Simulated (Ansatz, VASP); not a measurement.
## One calculation of KF (Carobbiite), two programs

```
K F
1.0
     0.00000    2.67185    2.67185
     2.67185    0.00000    2.67185
     2.67185    2.67185    0.00000
K F
1 1
Direct
  0.00000 0.00000 0.00000
  0.50000 0.50000 0.50000
```

Alike in both runs: task relaxation of cell and atoms; functional LDA; k mesh 8 × 8 × 8; occupations gaussian, width 0.02 eV; no spin polarisation.

|  | VASP | Ansatz |
| --- | --- | --- |
| version | VASP 6.6.1 | Ansatz 0.2.0 |
| potentials or method | VASP PAW LDA potentials, release 64 (K_sv, F) | scalar-relativistic, plane waves, PAW |
| plane-wave cutoff (eV) | 600 | 420 |
| valence electrons in the cell | 16 | 16 |

|  | VASP | Ansatz | Ansatz less VASP |
| --- | --- | --- | --- |
| gap on the k mesh at the Fermi level, each at its own relaxed structure (eV) | 6.34 | 6.37 | +0.030 |
| relaxed volume (Å³/atom) | 17.24 | 17.20 | -0.042 |
| relaxed cell length with the largest relative difference (Å) | 3.653 | 3.650 | -0.0030 |
| energy change over the relaxation (meV/atom) | -22 | -23 | -0.8 |

A k mesh can miss the band edges. As with any semilocal functional, this LDA gap is likely too small. Zero-point motion and thermal expansion aren't in these numbers.
